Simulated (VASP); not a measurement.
# GaP (F-43m) in VASP: a series of runs

Runs on GaP. Level: PBE. Tasks: band structure.

All numbers are computed with VASP 6.6.1; they aren't measurements. Logs are shortened: lines on timing, memory, paths and dates and some standing lists are left out, and cuts for length are marked.

**Measured values to compare with.**

From “Stacking defects in GaP nanowires: Electronic structure and optical properties”, 2018, arxiv:1810.01194, for a bulk crystal of GaP at 10 K: band gap 2.34 eV (indirect).

How close the calculation comes is told below.

## (1) The crystal as given

Symmetry: F-43m, No. 216, cubic system. Conventional cell: a = 5.450 Å, b = 5.450 Å, c = 5.450 Å, α = 90.00°, β = 90.00°, γ = 90.00°. Ga (site symmetry -43m) is surrounded by 4 P at 2.36 Å. P (site symmetry -43m) is surrounded by 4 Ga at 2.36 Å.

The cell is a database's computed one.

## (2) Band structure, PBE

INCAR reads:

```
SYSTEM = GaP
PREC = Accurate ; ENCUT = 300
EDIFF = 1E-6 ; ISMEAR = 0
SIGMA = 0.02 ; LREAL = .False.
LASPH = .True. ; NELM = 120
ALGO = Normal ; ISIF = 2
LWAVE = .False. ; LCHARG = .False.
GGA = PE ; KPAR = 2
```

KPOINTS reads:

```
regular mesh
0
Gamma
  10 10 10
  0 0 0
```

POSCAR reads:

```
GaP                                     
1.0
   -0.0000000000      2.7250290627      2.7250290627
    2.7250290627     -0.0000000000      2.7250290627
    2.7250290627      2.7250290627      0.0000000000
  Ga              P             
     1     1
Direct
     1.0000000000000000    1.0000000000000000    1.0000000000000000
     0.7500000000000000    0.7500000000000000    0.7500000000000000
```

KPOINTS_OPT reads:

```
path GXWKGLUWLK,UX
20
line-mode
reciprocal
 0.0000000000  0.0000000000  0.0000000000  G
 0.5000000000  0.0000000000  0.5000000000  X

 0.5000000000  0.0000000000  0.5000000000  X
 0.5000000000  0.2500000000  0.7500000000  W

 0.5000000000  0.2500000000  0.7500000000  W
 0.3750000000  0.3750000000  0.7500000000  K

 0.3750000000  0.3750000000  0.7500000000  K
 0.0000000000  0.0000000000  0.0000000000  G

 0.0000000000  0.0000000000  0.0000000000  G
 0.5000000000  0.5000000000  0.5000000000  L

 0.5000000000  0.5000000000  0.5000000000  L
 0.6250000000  0.2500000000  0.6250000000  U

 0.6250000000  0.2500000000  0.6250000000  U
 0.5000000000  0.2500000000  0.7500000000  W

 0.5000000000  0.2500000000  0.7500000000  W
 0.5000000000  0.5000000000  0.5000000000  L

 0.5000000000  0.5000000000  0.5000000000  L
 0.3750000000  0.3750000000  0.7500000000  K

 0.6250000000  0.2500000000  0.6250000000  U
 0.5000000000  0.0000000000  0.5000000000  X
```

Potentials or basis: VASP PAW PBE potentials, release 64 (Ga_d, P).

Command:

```
> cat potpaw_PBE.64/Ga_d/POTCAR potpaw_PBE.64/P/POTCAR > POTCAR
> mpirun -np 2 vasp_std > vasp.out
```

OUTCAR:

```text
SYSTEM = GaP
   PREC = Accurate
   ENCUT = 300
   EDIFF = 1E-6
   ISMEAR = 0
   LREAL = .False.
   LASPH = .True.
   NELM = 120
   ISIF = 2
   GGA = PE

 ion  position               nearest neighbor table
   1  0.000  0.000  0.000-   2 2.36   2 2.36   2 2.36   2 2.36
   2  0.750  0.750  0.750-   1 2.36   1 2.36   1 2.36   1 2.36

  LATTYP: Found a face centered cubic cell.
 ALAT       =     5.4500581254

  Lattice vectors:

 A1 = (   0.0000000000,   2.7250290627,   2.7250290627)
 A2 = (   2.7250290627,   0.0000000000,   2.7250290627)
 A3 = (   2.7250290627,   2.7250290627,   0.0000000000)

Analysis of symmetry for initial positions (statically):
=====================================================================
 Subroutine PRICEL returns:
 Original cell was already a primitive cell.

 Routine SETGRP: Setting up the symmetry group for a
 face centered cubic supercell.

 Subroutine GETGRP returns: Found 24 space group operations
 (whereof 24 operations were pure point group operations)
 out of a pool of 48 trial point group operations.

The static configuration has the point symmetry T_d .

Analysis of symmetry for dynamics (positions and initial velocities):
=====================================================================
 Subroutine PRICEL returns:
 Original cell was already a primitive cell.

 Routine SETGRP: Setting up the symmetry group for a
 face centered cubic supercell.

 Subroutine GETGRP returns: Found 24 space group operations
 (whereof 24 operations were pure point group operations)
 out of a pool of 48 trial point group operations.

The dynamic configuration has the point symmetry T_d .

 Subroutine INISYM returns: Found 24 space group operations
 (whereof 24 operations are pure point group operations),
 and found     1 'primitive' translations

----------------------------------------------------------------------------------------

                                     Primitive cell

  volume of cell :      40.4710

  direct lattice vectors                    reciprocal lattice vectors
     0.000000000  2.725029063  2.725029063    -0.183484282  0.183484282  0.183484282
     2.725029063  0.000000000  2.725029063     0.183484282 -0.183484282  0.183484282
     2.725029063  2.725029063  0.000000000     0.183484282  0.183484282 -0.183484282

  length of vectors
     3.853773058  3.853773058  3.853773058     0.317804098  0.317804098  0.317804098

  position of ions in fractional coordinates (direct lattice)
     0.000000000  0.000000000  0.000000000
     0.750000000  0.750000000  0.750000000

  ion indices of the primitive-cell ions
   primitive index   ion index
                 1           1
                 2           2
[... 86 lines left out ...]
   EFERMI =   0.00;   METHOD = LEGACY
   ISMEAR =     0;   SIGMA  =   0.02  broadening in eV -4-tet -1-fermi 0-gaus
   EFERMI_NEDOS =   21; number of points for ismear=-14 and -15
   IALGO  =     38    algorithm
   IMIX   =      4    mixing-type and parameters
     AMIX     =   0.40;   BMIX     =  1.00
     AMIX_MAG =   1.60;   BMIX_MAG =  1.00
  volume/ion in A,a.u.               =      20.24       136.56
  Fermi-wavevector in a.u.,A,eV,Ry     =   1.249639  2.361475 21.246822  1.561597
  Thomas-Fermi vector in A             =   2.383670
   LORBIT       =      0    0 simple, 1 ext, 2 COOP (PROOUT), +10 PAW based schemes
   GGA     = PE    functional components
   LHFCALC =     F    Hartree Fock is set to
   AEXX    =    0.0000 exact exchange contribution
   IVDW    =     0    specifies the selected vdW correction
   LEPSILON=     F    determine dielectric tensor
   LRPA    =     F    only Hartree local field effects (RPA)
 non-spin polarized calculation
 Gauss-broadening in eV      SIGMA  =   0.02
  energy-cutoff  :      300.00
  volume of cell :       40.47
 maximum number of plane-waves:       531
 NGX is ok and might be reduce to    24
   NGX = 11   NGY = 11   NGZ = 11

 number of electron      17.9999982 magnetization

 Free energy of the ion-electron system (eV)
  ---------------------------------------------------
  ext. energy  EPLUGINS =         0.00000000
  ---------------------------------------------------
  free energy    TOTEN  =        -9.11731114 eV

  energy without entropy =       -9.11731114  energy(sigma->0) =       -9.11731114

 E-fermi :   4.7653     XC(G=0):  -9.8349

 val. band max:        4.6533167997   @ k =   0.0000   0.0000   0.0000
 cond. band min:       6.2600191296   @ k =   0.4000   0.4000   0.0000
 fundamental gap:      1.6067023299
 Fermi energy:         4.7652832253

 k-point     1 :       0.0000    0.0000    0.0000
  band No.  band energies     occupation
      1      -9.8821      2.00000
      2      -9.8821      2.00000
      3      -9.8821      2.00000
      4      -9.7822      2.00000
      5      -9.7822      2.00000
      6      -7.8406      2.00000
      7       4.6533      2.00000
      8       4.6533      2.00000
      9       4.6533      2.00000
     10       6.4811      0.00000
     11       8.5450      0.00000
     12       8.5450      0.00000
     13       8.5450      0.00000
[... 354 lines left out ...]
  band No.  band energies     occupation
      1      -9.9789      2.00000
      2      -9.8344      2.00000
      3      -9.8323      2.00000
      4      -9.8069      2.00000
      5      -9.7659      2.00000
      6      -5.8608      2.00000
      7      -0.7300      2.00000
      8       2.0621      2.00000
      9       2.4076      2.00000
     10       6.6954      0.00000
     11       7.7824      0.00000
     12      12.2744      0.00000
     13      12.7560      0.00000

 [... further k-points ...]

------------------------ aborting loop because EDIFF is reached ----------------------------------------

  FORCE on cell =-STRESS in cart. coord.  units (eV):
  Direction    XX          YY          ZZ          XY          YZ          ZX
  --------------------------------------------------------------------------------------
  -------------------------------------------------------------------------------------
  Total        0.5834193      0.5834193      0.5834193      0.0000000     -0.0000000      0.0000000
  in kB       23.0965939     23.0965939     23.0965939      0.0000000     -0.0000000      0.0000000
  external PRESSURE =      23.0965939 kB  Pullay stress =       0.0000000 kB

 VOLUME and BASIS-vectors are now :
 -----------------------------------------------------------------------------
  energy-cutoff  :      300.00
  volume of cell :       40.47
      direct lattice vectors                 reciprocal lattice vectors
     0.000000000  2.725029063  2.725029063    -0.183484282  0.183484282  0.183484282
     2.725029063  0.000000000  2.725029063     0.183484282 -0.183484282  0.183484282
     2.725029063  2.725029063  0.000000000     0.183484282  0.183484282 -0.183484282

 POSITION                                       TOTAL-FORCE (eV/Angst)
 -----------------------------------------------------------------------------------
      0.00000      0.00000      0.00000        -0.000000     -0.000000     -0.000000
      4.08754      4.08754      4.08754         0.000000      0.000000      0.000000
 -----------------------------------------------------------------------------------
    total drift:                               -0.000004     -0.000004     -0.000005

  FREE ENERGIE OF THE ION-ELECTRON SYSTEM (eV)
  ---------------------------------------------------
  free  energy   TOTEN  =        -9.1173111369 eV

  energy  without entropy=       -9.1173111369  energy(sigma->0) =       -9.11731114
```

stdout:

```text
POSCAR found type information on POSCAR GaP
 POSCAR found :  2 types and       2 ions
 scaLAPACK will be used
 LDA part: xc-table for (Slater+PW92), standard interpolation
 POSCAR, INCAR and KPOINTS ok, starting setup
 FFT: planning ... GRIDC
 FFT: planning ... GRID_SOFT
 FFT: planning ... GRID
 WAVECAR not read
 entering main loop
 Start KPOINTS_OPT (optional k-point list driver)
k-point batch [1-47\200]
k-point batch [48-94\200]
k-point batch [95-141\200]
k-point batch [142-188\200]
k-point batch [189-200\200]
```

Wall time 11 s (2 MPI ranks of Intel Xeon 6975P-C (Granite Rapids), shared host); peak memory 0.13 GiB.

Results:

```yaml
Free_energy: -9.1173 eV
Band_gap_on_the_k_mesh: 1.61 eV, indirect (least direct gap 1.83 eV)
Band_gap_along_the_path: 1.59 eV, indirect (least direct gap 1.83 eV)
```

Levels at the corners of the path, in eV from the valence-band top:
```
point  band 5  band 6  band 7  band 8  band 9  band 10  band 11  band 12  band 13
    Γ  -14.44  -12.49    0.00    0.00    0.00     1.83     3.89     3.89     3.89
    X  -14.41   -9.53   -6.75   -2.68   -2.68     1.66     1.82    10.61    10.61
    X  -14.41   -9.53   -6.75   -2.68   -2.68     1.66     1.82    10.61    10.62
    W  -14.43   -9.43   -6.55   -3.57   -3.42     4.71     4.87     6.11     6.17
    W  -14.43   -9.43   -6.55   -3.57   -3.42     4.71     4.87     6.11     6.17
    K  -14.42   -9.56   -6.55   -3.94   -2.25     2.19     4.81     8.26     8.28
    K  -14.42   -9.56   -6.55   -3.94   -2.25     2.19     4.81     8.26     8.28
    Γ  -14.44  -12.49    0.00    0.00    0.00     1.83     3.89     3.89     3.89
    Γ  -14.44  -12.49    0.00    0.00    0.00     1.83     3.89     3.89     3.89
    L  -14.43  -10.43   -6.63   -1.12   -1.12     1.67     4.73     4.73     8.29
    L  -14.43  -10.43   -6.63   -1.12   -1.12     1.67     4.73     4.73     8.29
    U  -14.42   -9.56   -6.55   -3.94   -2.25     2.19     4.81     8.26     8.28
    U  -14.42   -9.56   -6.55   -3.94   -2.25     2.19     4.81     8.26     8.28
    W  -14.43   -9.43   -6.55   -3.57   -3.42     4.71     4.87     6.11     6.17
    W  -14.43   -9.43   -6.55   -3.57   -3.42     4.71     4.87     6.11     6.17
    L  -14.43  -10.43   -6.63   -1.12   -1.12     1.67     4.73     4.73     8.29
    L  -14.43  -10.43   -6.63   -1.12   -1.12     1.67     4.73     4.73     8.29
    K  -14.42   -9.56   -6.55   -3.94   -2.25     2.19     4.81     8.26     8.28
    U  -14.42   -9.56   -6.55   -3.94   -2.25     2.19     4.81     8.26     8.28
    X  -14.41   -9.53   -6.75   -2.68   -2.68     1.66     1.82    10.61    10.63
```

Caveat: the cutoff is under 1.25 times the usual one of these potentials, so pressure, stress and relaxed cells hold a basis-set (Pulay) error.

## (3) Band structure, PBE

INCAR: that of step 2 with these lines changed.

```diff
@@ -1,3 +1,3 @@
 SYSTEM = GaP
-PREC = Accurate ; ENCUT = 300
+PREC = Accurate ; ENCUT = 600
 EDIFF = 1E-6 ; ISMEAR = 0
```

KPOINTS is that of step 2.

POSCAR is that of step 2.

KPOINTS_OPT is that of step 2.

Potentials or basis: VASP PAW PBE potentials, release 64 (Ga_d, P).

Command:

```
> cat potpaw_PBE.64/Ga_d/POTCAR potpaw_PBE.64/P/POTCAR > POTCAR
> mpirun -np 2 vasp_std > vasp.out
```

It took 24 s on 2 MPI ranks of Intel Xeon 6975P-C (Granite Rapids), shared host; peak memory 0.19 GiB.

The run converged. Its results:

* Free energy: -9.1179 eV
* Pressure: 2.4 GPa
* Band gap on the k mesh: 1.60 eV, indirect (least direct gap 1.83 eV)
* Band gap along the path: 1.59 eV, indirect (least direct gap 1.83 eV)

Levels at the corners of the path, in eV from the valence-band top:
| point | band 7 | band 8 | band 9 | band 10 | band 11 | band 12 |
| --- | --- | --- | --- | --- | --- | --- |
| Γ | 0.00 | 0.00 | 0.00 | 1.83 | 3.89 | 3.89 |
| X | -6.75 | -2.68 | -2.68 | 1.65 | 1.82 | 10.60 |
| X | -6.75 | -2.68 | -2.68 | 1.65 | 1.82 | 10.60 |
| W | -6.55 | -3.57 | -3.42 | 4.71 | 4.87 | 6.11 |
| W | -6.55 | -3.57 | -3.42 | 4.71 | 4.87 | 6.11 |
| K | -6.54 | -3.94 | -2.25 | 2.19 | 4.80 | 8.25 |
| K | -6.54 | -3.94 | -2.25 | 2.19 | 4.80 | 8.25 |
| Γ | 0.00 | 0.00 | 0.00 | 1.83 | 3.89 | 3.89 |
| Γ | 0.00 | 0.00 | 0.00 | 1.83 | 3.89 | 3.89 |
| L | -6.63 | -1.12 | -1.12 | 1.67 | 4.72 | 4.72 |
| L | -6.63 | -1.12 | -1.12 | 1.67 | 4.72 | 4.72 |
| U | -6.54 | -3.94 | -2.25 | 2.19 | 4.80 | 8.25 |
| U | -6.54 | -3.94 | -2.25 | 2.19 | 4.80 | 8.25 |
| W | -6.55 | -3.57 | -3.42 | 4.71 | 4.87 | 6.11 |
| W | -6.55 | -3.57 | -3.42 | 4.71 | 4.87 | 6.11 |
| L | -6.63 | -1.12 | -1.12 | 1.67 | 4.72 | 4.72 |
| L | -6.63 | -1.12 | -1.12 | 1.67 | 4.72 | 4.72 |
| K | -6.54 | -3.94 | -2.25 | 2.19 | 4.80 | 8.25 |
| U | -6.54 | -3.94 | -2.25 | 2.19 | 4.80 | 8.25 |
| X | -6.75 | -2.68 | -2.68 | 1.65 | 1.82 | 10.60 |

## (4) Against experiment

Step 2. A measured gap of GaP is 2.34 eV (indirect; 10 K; quoted in “Stacking defects in GaP nanowires: Electronic structure and optical properties”, 2018, arxiv:1810.01194); the calculated 1.59 eV misses it by -0.75 eV. Spin-orbit coupling on Ga is left out. The value is that of PBE, without temperature or zero-point motion. Semilocal functionals fall short of measured gaps as a rule. The cell is a database's relaxed one, not the measured one, which moves gaps too.

Step 3. Measured gap of GaP: 2.34 eV (indirect; 10 K; quoted in “Stacking defects in GaP nanowires: Electronic structure and optical properties”, 2018, arxiv:1810.01194). This calculation gives 1.59 eV (-0.75 eV). Spin-orbit coupling on Ga is left out. The value is that of PBE, without temperature or zero-point motion. Semilocal functionals fall short of measured gaps as a rule. The cell is a database's relaxed one, not the measured one, which moves gaps too.
